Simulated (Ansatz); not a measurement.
# SnO: the cost of one run

Program: Ansatz 0.2.0. Level of theory: DFT PBE+D3(BJ), scalar-relativistic, plane waves, PAW. These are calculated values, not measurements.

2 further runs of the same task are left out: 2 set aside as unsound or not needed.

## (1) The system as given

The structure is tetragonal, space group P4/nmm (No. 129). The conventional cell has a = 3.836 Å, b = 3.836 Å, c = 4.759 Å, α = 90.00°, β = 90.00°, γ = 90.00°. Sn (site symmetry 4mm) is surrounded by 4 O at 2.24 Å. O (site symmetry -4m2) is surrounded by 4 Sn at 2.24 Å.

Coordinates:

```cif
data_structure
_symmetry_space_group_name_H-M 'P4/nmm:1'
_symmetry_Int_Tables_number 129
_cell_length_a 3.8361
_cell_length_b 3.8361
_cell_length_c 4.7589
_cell_angle_alpha 90.000
_cell_angle_beta 90.000
_cell_angle_gamma 90.000
_cell_volume 70.03
loop_
_atom_site_label
_atom_site_type_symbol
_atom_site_symmetry_multiplicity
_atom_site_Wyckoff_symbol
_atom_site_fract_x
_atom_site_fract_y
_atom_site_fract_z
_atom_site_occupancy
Sn1 Sn 2 c 0.50000 0.00000 0.74346 1
O1 O 2 b 0.50000 0.50000 0.50000 1
```

This cell was relaxed beforehand with the same method: volume 17.51 Å³/atom, gap on the mesh none (metal).

## (2) Bulk reference on the slab's mesh

Input file input.yaml:

```yaml
crystal:
  lattice:
    - [3.8360583293, 0.0, 0.0]
    - [-1.06623e-05, 3.8360583293, 0.0]
    - [0.0, 0.0, 9.5178526149]
  atoms:
    - { symbol: Sn, position: [0.0001094695, 0.0001094695, -0.0002320624] }
    - { symbol: Sn, position: [-0.0001094695, -0.0001094695, 0.4997679376] }
    - { symbol: Sn, position: [0.4998732373, 0.4998732373, 0.7432277848] }
    - { symbol: Sn, position: [0.5001267627, 0.5001267627, 0.2432277848] }
    - { symbol: O, position: [-0.0001760432, 0.4998149211, 0.6215021389] }
    - { symbol: O, position: [1.0001760432, 0.5001850789, 0.1215021389] }
    - { symbol: O, position: [0.4998149211, -0.0001760432, 0.6215021389] }
    - { symbol: O, position: [0.5001850789, 1.0001760432, 0.1215021389] }
basis:
  ecutwfc: 420
kpoints:
  mp_grid: { grid: [9, 9, 4] }
hamiltonian:
  xc: pbe
  dispersion: d3bj
scf:
  occupations: { method: gaussian, width: 0.1 }
output:
  forces: true
  stress: true
  eigenvalues: true
```

Started as:

```
$ ansatz run input.yaml --threads 1 --pin off --max-ram 2560MiB --backend cpu --events-out ev --progress --plain --runs-dir out
```

Q: Estimate wall time and peak memory on 1 thread of Intel Xeon at 2.70GHz, shared host.

About 34 s, with a peak of 0.61 GiB.
